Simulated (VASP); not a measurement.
# ZnS: convergence, deformation potentials

ZnS, P6_3mc (no. 186), 4 atoms in the cell. PBE, strained cells; PAW potentials Zn, S (PBE set). VASP 6.6.1.

Wanted: gap against ln V within 0.1 eV.

The series start from Relative volume step: 0.02; Cutoff (eV): 350; k-point spacing (1/Å): 0.3. Each series keeps the choices made before it, and each single choice may use up half of a tolerance. Times cover all steps of a run.

## Relative volume step

| Relative volume step | Gap against ln V (eV) | Time (s) |
|---|---|---|
| 0.06 | -4.47 | 86 |
| 0.02 | -4.48 | 85 |
| 0.01 (reference) | -4.50 | 80 |

Chosen: 0.06, the loosest value from which every tighter one stays within half of the tolerance.

## Cutoff (eV)

| Cutoff (eV) | Gap against ln V (eV) | Time (s) |
|---|---|---|
| 220 | -4.61 | 77 |
| 280 | -4.45 | 81 |
| 350 | -4.47 | 86 |
| 440 (reference) | -4.47 | 96 |

Chosen: 280.

## k-point spacing (1/Å)

| k-point spacing (1/Å) | Gap against ln V (eV) | Time (s) |
|---|---|---|
| 0.9 | -4.51 | 78 |
| 0.5 | -4.46 | 74 |
| 0.3 | -4.45 | 81 |
| 0.2 (reference) | -4.45 | 96 |

Chosen: 0.5.

## All choices together

| Input | Gap against ln V (eV) | Time (s) |
|---|---|---|
| quick settings (naive) | -4.68 | 68 |
| chosen settings | -4.46 | 74 |
| reference settings throughout | -4.49 | 115 |

The tolerance is met.

## The input

INCAR.step1:
```
SYSTEM = ZnS
  PREC = Accurate
  ENCUT = 420
  EDIFF = 1E-7
  ISMEAR = 0
  SIGMA = 0.05
  ALGO = Normal
  LREAL = .False.
  LASPH = .True.
  NELM = 100
  LWAVE = .False.
  LCHARG = .False.
  IBRION = 2
  NSW = 30
  ISIF = 3
  EDIFFG = -0.005
  KPAR = 4
```

INCAR.step2, as INCAR.step1 but for:
```
- ENCUT = 420
- EDIFF = 1E-7
- NSW = 30
- ISIF = 3
+ ENCUT = 280
+ EDIFF = 1E-6
+ NSW = 15
```

KPOINTS.step1:
```
k-points
0
Gamma
  7 7 4
```

KPOINTS.step2:
```
Automatic mesh
0
Gamma
  4 4 3
  0 0 0
```

POSCAR.step1:
```
ZnS
1.0
    3.8110000000      0.0000000000      0.0000000000
   -1.9055000000      3.3004228100      0.0000000000
    0.0000000000      0.0000000000      6.2340000000
Zn S
2 2
Direct
    0.6666666700      0.3333333300      0.5000000000
    0.3333333300      0.6666666700      0.0000000000
    0.6666666700      0.3333333300      0.8850000000
    0.3333333300      0.6666666700      0.3850000000
```

POSCAR.step2:
```
ZnS
1.0
    3.8446923435      0.0000000000      0.0000000000
   -1.9223461718      3.3296012353      0.0000000000
    0.0000000000      0.0000000000      6.3035373312
Zn S
2 2
Direct
    0.6666666700      0.3333333300      0.5052565270
    0.3333333300      0.6666666700      0.0052565270
    0.6666666700      0.3333333300      0.8797434730
    0.3333333300      0.6666666700      0.3797434730
```

POSCAR.step3:
```
ZnS
1.0
    3.9200976117      0.0000000000      0.0000000000
   -1.9600488059      3.3949041131      0.0000000000
    0.0000000000      0.0000000000      6.4271674895
Zn S
2 2
Direct
    0.6666666700      0.3333333300      0.5052565270
    0.3333333300      0.6666666700      0.0052565270
    0.6666666700      0.3333333300      0.8797434730
    0.3333333300      0.6666666700      0.3797434730
```

POSCAR.step4:
```
ZnS
1.0
    3.7662072120      0.0000000000      0.0000000000
   -1.8831036060      3.2616311177      0.0000000000
    0.0000000000      0.0000000000      6.1748576054
Zn S
2 2
Direct
    0.6666666700      0.3333333300      0.5052565270
    0.3333333300      0.6666666700      0.0052565270
    0.6666666700      0.3333333300      0.8797434730
    0.3333333300      0.6666666700      0.3797434730
```

Commands (each step's output is kept before the next begins):
```
cat potpaw_PBE.64/Zn/POTCAR potpaw_PBE.64/S/POTCAR > POTCAR
cp INCAR.step1 INCAR
cp KPOINTS.step1 KPOINTS
cp POSCAR.step1 POSCAR
mpirun -np 4 vasp_std > vasp.out
rm WAVECAR CHG
cp INCAR.step2 INCAR
cp KPOINTS.step2 KPOINTS
cp POSCAR.step2 POSCAR
mpirun -np 4 vasp_std > vasp.out
rm WAVECAR CHG
cp POSCAR.step3 POSCAR
mpirun -np 4 vasp_std > vasp.out
rm WAVECAR CHG
cp POSCAR.step4 POSCAR
mpirun -np 4 vasp_std > vasp.out
```

The chosen input took VASP 6.6.1 74 s on 4 cores (Intel Xeon Platinum 8124M @ 3.00GHz (Skylake/Cascade Lake)), a shared host.
